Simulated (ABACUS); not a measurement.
# Si2W (I4/mmm) in ABACUS: settings compared

One crystal, Si2W, is run at these levels: AM05, TPSS; tasks: single point.

Everything below comes from runs of ABACUS 3.10.1. Logs are shortened: lines on timing, memory, paths and dates and some standing lists are left out, and cuts for length are marked.

## Step 1: The crystal as given

The structure is tetragonal, space group I4/mmm (No. 139). The conventional cell has a = 3.214 Å, b = 3.214 Å, c = 7.830 Å, α = 90.00°, β = 90.00°, γ = 90.00°. W (site symmetry 4/mmm) has 10 Si at 2.62 Å as nearest neighbours. Si (site symmetry 4mm) has 5 Si at 2.59 to 2.63 Å and 5 W at 2.62 Å as nearest neighbours.

## Step 2: Single point, AM05

The input, INPUT:

```
INPUT_PARAMETERS
suffix              Si2W
calculation         scf
basis_type          pw
pseudo_dir          ./
symmetry            1
dft_functional      GGA_X_AM05+GGA_C_AM05
ecutwfc             74
pseudo_rcut         7
nspin               1
nbands              22
ks_solver           dav
smearing_method     fd
smearing_sigma      0.00367493
scf_thr             1e-08
scf_nmax            100
mixing_type         broyden
mixing_beta         0.7
cal_force           1
cal_stress          1
kpar                4
```

The input, STRU:

```
ATOMIC_SPECIES
W 183.8400 W_ONCV_PBE-1.2.upf
Si 28.0850 Si_ONCV_PBE-1.2.upf

LATTICE_CONSTANT
1.8897261246

LATTICE_VECTORS
-1.6069000000 1.6069000000 3.9149500000
1.6069000000 -1.6069000000 3.9149500000
1.6069000000 1.6069000000 -3.9149500000

ATOMIC_POSITIONS
Direct

W
0.0
1
0.0000000000 0.0000000000 0.0000000000 1 1 1

Si
0.0
2
0.6653000000 0.6653000000 0.0000000000 1 1 1
0.3347000000 0.3347000000 0.0000000000 1 1 1
```

The input, KPT:

```
K_POINTS
0
Gamma
12 12 12 0 0 0
```

Potentials or basis: SG15 ONCV 1.2 PBE, plane waves.

Run with:

```sh
$ OMP_NUM_THREADS=1 mpirun -np 4 abacus > log
```

running log:

```text
ABACUS v3.10.1

               Atomic-orbital Based Ab-initio Computation at UStc

 ------------------------------------------------------------------------------------

 READING GENERAL INFORMATION
                           global_out_dir = OUT.Si2W/
                           global_in_card = INPUT
                               pseudo_dir = ./
                              orbital_dir =
                                    DSIZE = 4
                                    GSIZE = 1

 READING UNITCELL INFORMATION
                                    ntype = 2
                  lattice constant (Bohr) = 1.88973
              lattice constant (Angstrom) = 1

 READING ATOM TYPE 1
                               atom label = W
                      L=0, number of zeta = 1
                      L=1, number of zeta = 1
                      L=2, number of zeta = 1
             number of atom for this type = 1

 READING ATOM TYPE 2
                               atom label = Si
                      L=0, number of zeta = 1
                      L=1, number of zeta = 1
                      L=2, number of zeta = 1
             number of atom for this type = 2

                        TOTAL ATOM NUMBER = 3
DIRECT COORDINATES
    atom                   x                   y                   z     mag                  vx                  vy                  vz
taud_W1            0.0000000000        0.0000000000        0.0000000000  0.0000        0.0000000000        0.0000000000        0.0000000000
taud_Si1            0.6653000000        0.6653000000        0.0000000000  0.0000        0.0000000000        0.0000000000        0.0000000000
taud_Si2            0.3347000000        0.3347000000        0.0000000000  0.0000        0.0000000000        0.0000000000        0.0000000000

                          Volume (Bohr^3) = 272.873
                             Volume (A^3) = 40.4356

 Lattice vectors: (Cartesian coordinate: in unit of a_0)
              -1.6069             +1.6069            +3.91495
              +1.6069             -1.6069            +3.91495
              +1.6069             +1.6069            -3.91495
 Reciprocal vectors: (Cartesian coordinate: in unit of 2 pi/a_0)
                   +0           +0.311158           +0.127716
            +0.311158                  +0           +0.127716
            +0.311158           +0.311158                  +0
 The esolver type has been set to : ksdft_pw

                PAO radial cut off (Bohr) = 7

 Read in pseudopotential file is W_ONCV_PBE-1.2.upf
                     pseudopotential type = NC
          exchange-correlation functional = PBE
                 nonlocal core correction = 0
                        valence electrons = 28
                                     lmax = 3
                           number of zeta = 0
                     number of projectors = 8
                           L of projector = 0
                           L of projector = 0
                           L of projector = 1
                           L of projector = 1
                           L of projector = 2
                           L of projector = 2
                           L of projector = 3
                           L of projector = 3
 XC functional updated to : GGA_X_AM05+GGA_C_AM05
          exchange-correlation functional = GGA_X_AM05+GGA_C_AM05
                PAO radial cut off (Bohr) = 7

 Read in pseudopotential file is Si_ONCV_PBE-1.2.upf
                     pseudopotential type = NC
          exchange-correlation functional = PBE
                 nonlocal core correction = 0
                        valence electrons = 4
                                     lmax = 1
                           number of zeta = 0
                     number of projectors = 4
                           L of projector = 0
                           L of projector = 0
                           L of projector = 1
                           L of projector = 1
 XC functional updated to : GGA_X_AM05+GGA_C_AM05
          exchange-correlation functional = GGA_X_AM05+GGA_C_AM05
     initial pseudo atomic orbital number = 0

 SETUP THE ELECTRONS NUMBER
             electron number of element W = 28
       total electron number of element W = 28
            electron number of element Si = 4
      total electron number of element Si = 8
            AUTOSET number of electrons:  = 36
                           occupied bands = 18
                                   NBANDS = 22
                                   NLOCAL = 27

%%%%%%%%%%%%%%%%%%%%%%%%%%%%%%%%%%%%%%%%%%%%%%%%%%%%%%%%%%%%%%%%%%%%%%%%%%%%%%%%%%%%%%%%%%%%%%%%%%%%%%%%%%
 Warning: the number of valence electrons in pseudopotential > 6 for W: [Xe] 4f14 5d4 6s2
 Pseudopotentials with additional electrons can yield (more) accurate outcomes, but may be less efficient.
 If you're confident that your chosen pseudopotential is appropriate, you can safely ignore this warning.
%%%%%%%%%%%%%%%%%%%%%%%%%%%%%%%%%%%%%%%%%%%%%%%%%%%%%%%%%%%%%%%%%%%%%%%%%%%%%%%%%%%%%%%%%%%%%%%%%%%%%%%%%%

 SETUP THE PLANE WAVE BASIS
 energy cutoff for charge/potential (unit:Ry) = 296
            fft grid for charge/potential = [ 48, 48, 48 ]
                        fft grid division = [ 1, 1, 1 ]
        big fft grid for charge/potential = [ 48, 48, 48 ]
                                     nbxx = 110592
                                     nrxx = 110592

 SETUP PLANE WAVES FOR CHARGE/POTENTIAL
                    number of plane waves = 23469
                         number of sticks = 1503

 PARALLEL PW FOR CHARGE/POTENTIAL
     PROC   COLUMNS(POT)             PW
        1           1503          23469
 --------------- sum -------------------
        1           1503          23469
                            number of |g| = 1506
                                  max |g| = 26.7719
                                  min |g| = 0

----------- Double Check Mixing Parameters Begin ------------
mixing_type: broyden
mixing_beta: 0.7
mixing_gg0: 1
mixing_gg0_min: 0.1
mixing_ndim: 8
----------- Double Check Mixing Parameters End ------------

 LATTICE VECTORS: (CARTESIAN COORDINATE: IN UNIT OF A0)
              -1.6069             +1.6069            +3.91495
              +1.6069             -1.6069            +3.91495
              +1.6069             +1.6069            -3.91495
                       right hand lattice = 1
                                   NORM_A = 4.52671
                                   NORM_B = 4.52671
                                   NORM_C = 4.52671
                           ALPHA (DEGREE) = 138.415
                           BETA  (DEGREE) = 138.415
                           GAMMA (DEGREE) = 60.2675

 The lattice vectors have been changed (STRU_SIMPLE.cif)

(for optimal symmetric configuration:)
                             BRAVAIS TYPE = 6
                     BRAVAIS LATTICE NAME = 06. Tetrogonal I (body-centered)
                                    ibrav = 6
                                    IBRAV = 6
                                  BRAVAIS = BODY CENTERED TETROGONAL CELL
                       LATTICE CONSTANT A = 3.2138
                                C/A RATIO = 2.43634
Original cell was already a primitive cell.
                        ROTATION MATRICES = 16
              PURE POINT GROUP OPERATIONS = 16
                   SPACE GROUP OPERATIONS = 16
                              POINT GROUP = D_4h
               POINT GROUP IN SPACE GROUP = D_4h

 SETUP K-POINTS
                                    nspin = 1
                   Input type of k points = Monkhorst-Pack(Gamma)
                                   nkstot = 1728
                       right hand lattice = 1
(for reciprocal lattice: )
                             BRAVAIS TYPE = 6
                     BRAVAIS LATTICE NAME = 06. Tetrogonal I (body-centered)
                                    ibrav = 6
                       right hand lattice = 1
(for k-lattice: )
                             BRAVAIS TYPE = 6
                     BRAVAIS LATTICE NAME = 06. Tetrogonal I (body-centered)
                                    ibrav = 6
                       right hand lattice = 1
                        ROTATION MATRICES = 16
                               nkstot_ibz = 163
K-POINTS REDUCTION ACCORDING TO SYMMETRY
     IBZ    DIRECT_X    DIRECT_Y    DIRECT_Z  WEIGHT  ibz2bz
       1  0.00000000  0.00000000  0.00000000  0.0006       0
       2 -0.08333333  0.00000000  0.08333333  0.0046       1
       3 -0.16666667  0.00000000  0.16666667  0.0046       2
       4 -0.25000000  0.00000000  0.25000000  0.0046       3
       5 -0.33333333  0.00000000  0.33333333  0.0046       4
       6 -0.41666667  0.00000000  0.41666667  0.0046       5
[... 22 lines left out ...]
      29  0.33333333  0.25000000  0.41666667  0.0093      40
      30  0.41666667  0.25000000  0.33333333  0.0093      41
[... 133 further k points ...]

                               nkstot now = 163
[... K-POINTS DIRECT COORDINATES: 163 rows ...]

           k-point number in this process = 41
       minimum distributed K point number = 40
[... stars of the k points ...]

[... K-POINTS CARTESIAN COORDINATES: 41 rows ...]

[... K-POINTS DIRECT COORDINATES: 41 rows ...]

 SETUP PLANE WAVES FOR WAVE FUNCTIONS
     energy cutoff for wavefunc (unit:Ry) = 74
              fft grid for wave functions = [ 48, 48, 48 ]
                    number of plane waves = 4311
                         number of sticks = 483

 PARALLEL PW FOR WAVE FUNCTIONS
     PROC   COLUMNS(POT)             PW
        1            483           4311
 --------------- sum -------------------
        1            483           4311

 SETUP NONLOCAL PSEUDOPOTENTIALS IN PLANE WAVE BASIS
 W non-local projectors:
 projector 1 L=0
 projector 2 L=0
 projector 3 L=1
 projector 4 L=1
 projector 5 L=2
 projector 6 L=2
 projector 7 L=3
 projector 8 L=3
 Si non-local projectors:
 projector 1 L=0
 projector 2 L=0
 projector 3 L=1
 projector 4 L=1
      TOTAL NUMBER OF NONLOCAL PROJECTORS = 48

 Init Non-Local PseudoPotential table :
 Init Non-Local-Pseudopotential done.

                                     npwx = 2959

 -------------------------------------------
 SELF-CONSISTENT
 -------------------------------------------
                                 init_chg = atomic

 PW ALGORITHM --------------- ION=   1  ELEC=   1--------------------------------
 Notice: Threshold on eigenvalues was too large.
 hsover_error=0.36 > DRHO=0.113431
 Origin diag ethr = 0.01
 New diag ethr = 0.000315087

 Density error is 0.0894883764537
                          Error Threshold = 0.000315086943973
----------------------------------------------------------
     Energy           Rydberg                 eV
----------------------------------------------------------
 E_KohnSham     -559.2009951501      -7608.3198613116
 E_Harris       -564.6863191644      -7682.9515232821
 E_Fermi        1.6231094287         22.0835367073
----------------------------------------------------------
[... 75 lines left out ...]
 Density error is 3.67317890284e-10
                          Error Threshold = 3.08306174166e-11
----------------------------------------------------------
     Energy           Rydberg                 eV
----------------------------------------------------------
 E_KohnSham     -559.2271808228      -7608.6761356658
 E_KS(sigma->0) -559.2271102813      -7608.6751759001
 E_Harris       -559.2269088320      -7608.6724350411
 E_band         -4.0860209489        -55.5931670531
 E_one_elec     -275.8815544643      -3753.5611138122
 E_Hartree      166.8155579480       2269.6421031424
 E_xc           -47.1658741985       -641.7246402510
 E_Ewald        -402.9951690250      -5483.0305652134
 E_entropy(-TS) -0.0001410829        -0.0019195316
 E_descf        0.0000000000         0.0000000000
 E_exx          0.0000000000         0.0000000000
 E_Fermi        1.6020809540         21.7974296311
----------------------------------------------------------

 charge density convergence is achieved
 final etot is -7608.6761357 eV
 EFERMI = 21.797429631 eV

 STATE ENERGY(eV) AND OCCUPATIONS    NSPIN == 1
 1/41 kpoint (Cartesian) = 0.0000 0.0000 0.0000 (2945 pws)
       1       -52.2379     0.00115741
       2       -16.3276     0.00115741
       3       -16.3106     0.00115741
       4       -16.3106     0.00115741
       5       -6.17164     0.00115741
       6       -6.17164     0.00115741
[... 14 lines left out ...]
      21        24.8468    3.77906e-30
[... 104 lines left out ...]
       6       -6.16702     0.00925926
[... 14 lines left out ...]
      21        25.1181    1.32842e-31
      22        26.3289    4.04277e-42

[... levels at 35 further k points ...]

------------------------------------------------------------------------------------------
 TOTAL-FORCE (eV/Angstrom)
------------------------------------------------------------------------------------------
                        W1         0.0000000000         0.0000000000         0.0000000000
                       Si1         0.0000000000         0.0000000000         0.0563074864
                       Si2         0.0000000000         0.0000000000        -0.0563074864
------------------------------------------------------------------------------------------

----------------------------------------------------------------
 TOTAL-STRESS (KBAR)
----------------------------------------------------------------
       -20.0935578710        -0.0000000000        -0.0000000000
        -0.0000000000       -20.0935578710         0.0000000000
        -0.0000000000        -0.0000000000        -3.9882625506
----------------------------------------------------------------
 TOTAL-PRESSURE: -14.725126 KBAR

 --------------------------------------------
 !FINAL_ETOT_IS -7608.6761356658462319 eV
 --------------------------------------------
```

It took 97 s on 4 MPI ranks of Intel Xeon Platinum 8259CL at 2.50GHz (Skylake/Cascade Lake), shared host; peak memory 0.56 GiB.

What came out:

| Quantity | Value |
| --- | --- |
| Free energy | -7608.6761 eV |
| Pressure | -1.5 GPa |
| Largest force | 0.056 eV/Å |
| Band gap on the k mesh | none (metal or under the smearing width) |

Forces on the atoms (eV/Å):
```
W    0.000  0.000  0.000
Si   0.000  0.000  0.056
Si   0.000  0.000 -0.056
```

Stress tensor (GPa, compression positive):
```
-2.01  0.00  0.00
 0.00 -2.01  0.00
 0.00  0.00 -0.40
```

Levels at points of the mesh, in eV from the Fermi level:
```csv
k point,band 14,band 15,band 16,band 17,band 18,band 19,band 20,band 21,band 22
"(0.00, 0.00, 0.00)",-3.75,-3.45,-2.85,-2.85,0.60,2.74,2.74,3.05,3.05
"(0.50, 0.00, 0.50)",-5.83,-4.89,-2.82,-2.81,-0.47,2.64,2.80,3.90,4.41
"(0.50, 0.50, 0.00)",-6.07,-5.47,-5.06,-3.29,-1.84,2.80,2.91,3.07,3.88
"(0.50, 0.50, 0.50)",-3.98,-2.65,-0.83,-0.83,-0.51,-0.51,0.78,4.53,4.87
```

Caveat: the potentials were made for another functional, which shifts forces and pressure. The run has no spin-orbit coupling, so splittings on W are missing.

## Step 3: Single point, TPSS

INPUT: that of step 2 with these lines changed.

```diff
@@ -6,3 +6,3 @@
 symmetry            1
-dft_functional      GGA_X_AM05+GGA_C_AM05
+dft_functional      MGGA_X_TPSS+MGGA_C_TPSS
 ecutwfc             74
@@ -20,2 +20,5 @@
 cal_stress          1
-kpar                4
+mixing_tau          1
+out_chg             1
+out_pot             2
+out_elf             1
```

STRU is that of step 2.

KPT is that of step 2.

Potentials or basis: SG15 ONCV 1.2 PBE, plane waves.

Run with:

```sh
$ OMP_NUM_THREADS=1 mpirun -np 4 abacus > log
```

Run time: 6.1 min. Hardware: 4 MPI ranks of Intel Xeon Platinum 8259CL at 2.50GHz (Skylake/Cascade Lake), shared host; peak memory 0.44 GiB.

The run converged. Its results:

```yaml
Free_energy: -7611.3169 eV
Pressure: 1.4 GPa
Largest_force: 0.106 eV/Å
Band_gap_on_the_k_mesh: none (metal or under the smearing width)
```

Forces in eV/Å, atoms in the order of the input:
```
W    0.000  0.000  0.000
Si   0.000  0.000  0.106
Si   0.000  0.000 -0.106
```

Stress tensor (GPa, compression positive):
```
0.69 0.00 0.00
0.00 0.69 0.00
0.00 0.00 2.79
```

Levels at points of the mesh, in eV from the Fermi level:
```csv
k point,band 15,band 16,band 17,band 18,band 19,band 20,band 21,band 22
"(0.00, 0.00, 0.00)",-3.40,-2.85,-2.85,0.59,2.74,2.79,3.07,3.07
"(0.50, 0.00, 0.50)",-4.89,-2.81,-2.80,-0.46,2.64,2.81,3.93,4.41
"(0.50, 0.50, 0.00)",-5.51,-5.03,-3.28,-1.81,2.80,2.89,3.09,3.86
"(0.50, 0.50, 0.50)",-2.61,-0.83,-0.83,-0.52,-0.52,0.77,4.51,4.89
```

Caveat: the potentials were made for another functional, which shifts forces and pressure.
